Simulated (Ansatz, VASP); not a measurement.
## Nb: VASP beside Ansatz

INCAR

```
PREC = Accurate ; ENCUT = 600
EDIFF = 1E-6 ; ISMEAR = 0
SIGMA = 0.1 ; LREAL = F
LASPH = T ; NELM = 60
ALGO = Normal ; ISIF = 3
LWAVE = F ; LCHARG = F
GGA = PE ; IBRION = 2
NSW = 90 ; EDIFFG = -0.04
```

The input KPOINTS:

```
regular mesh
0
Gamma
  4 4 4
```

The input POSCAR:

```
Nb
1.0
    3.8640234500      0.0000000000      0.0000000000
    0.0000000000      3.8640234500      0.0000000000
    0.0000000000      0.0000000000      3.8640234500
Nb
3
Direct
    0.5000000000      0.0000000000      0.0000000000
    0.0000000000      0.5000000000      0.0000000000
    0.0000000000      0.0000000000      0.5000000000
```

Input for Ansatz:

```yaml
crystal:
  lattice:
    - [3.86402345, 0.0, 0.0]
    - [0.0, 3.86402345, 0.0]
    - [0.0, 0.0, 3.86402345]
  atoms:
    - { symbol: Nb, position: [0.5, 0.0, 0.0] }
    - { symbol: Nb, position: [0.0, 0.5, 0.0] }
    - { symbol: Nb, position: [0.0, 0.0, 0.5] }
basis:
  ecutwfc: 420
kpoints:
  mp_grid: { grid: [4, 4, 4] }
hamiltonian:
  xc: pbe
scf:
  occupations: { method: gaussian, width: 0.1 }
  lower_state_search: "off"
output:
  forces: true
  stress: true
  eigenvalues: true
relax:
  adjacent_minimum: "off"
  f_tol: 0.04
  max_steps: 70
  cell: { stress_tol: 0.4 }
```

Alike in both runs: task relaxation of cell and atoms; functional PBE; k mesh 4 × 4 × 4; occupations gaussian, width 0.1 eV; no spin polarisation.

|  | VASP | Ansatz |
| --- | --- | --- |
| version | VASP 6.6.1 | Ansatz 0.2.0 |
| potentials or method | VASP PAW PBE potentials, release 64 (Nb_sv) | scalar-relativistic, plane waves, PAW |
| plane-wave cutoff (eV) | 600 | 420 |
| valence electrons in the cell | 39 | 39 |

Ansatz gave:

- gap on the k mesh at the Fermi level, each at its own relaxed structure (eV): none
- relaxed volume (Å³/atom): 21.07
- relaxed cell length with the largest relative difference (Å): 3.984
- energy change over the relaxation (meV/atom): -73

Q: Estimate VASP's values.

A: gap on the k mesh at the Fermi level, each at its own relaxed structure (eV): none; relaxed volume (Å³/atom): 21.06; relaxed cell length with the largest relative difference (Å): 3.983; energy change over the relaxation (meV/atom): -71.

A gap of «none» marks a metal or a gap that the smearing closes.

Caveats: the k mesh is coarse (spacing up to 0.41 Å⁻¹), so the values aren't converged.
